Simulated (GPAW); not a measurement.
Crystal: CdS (Hawleyite).

```
Cd S
1.0
     0.00000    2.91650    2.91650
     2.91650    0.00000    2.91650
     2.91650    2.91650    0.00000
Cd S
1 1
Direct
  0.00000 0.00000 0.00000
  0.75000 0.75000 0.75000
```

| Item | Value |
| --- | --- |
| Program | GPAW 26.7.0 |
| Task | single point |
| Functional | PBEsol |
| Potentials or basis | PAW data sets generated in the run's folder for this functional |
| Cutoff | 600 eV |
| Basis | pw |
| k mesh | 8 × 8 × 8 |
| Occupations | fermi-dirac, width 0.05 eV |
| Spin | no spin polarisation |

On this cell: pressure -0.5 GPa; largest force zero by symmetry; band gap on the k mesh 0.98 eV, direct.

The same run follows on a disturbed copy (atoms moved at random, drawn with an rms of 0.05 Å):

```xyz
2
Lattice="0.0000 2.9165 2.9165 2.9165 0.0000 2.9165 2.9165 2.9165 0.0000" Properties=species:S:1:pos:R:3 pbc="T T T"
Cd    0.0554   -0.0401    0.0351
S     4.3656    4.3702    4.3626
```

What changes?

The energy moves by +10.5 meV/atom; pressure -0.3 GPa; largest force 0.510 eV/Å; band gap on the k mesh 0.98 eV, direct.

Forces in eV/Å, atoms in the order of the input:
```
Cd  -0.353  0.238 -0.281
S    0.353 -0.239  0.282
```

Stress tensor (GPa, compression positive):
```
-0.32 -1.13  0.93
-1.13 -0.23 -1.44
 0.93 -1.44 -0.26
```

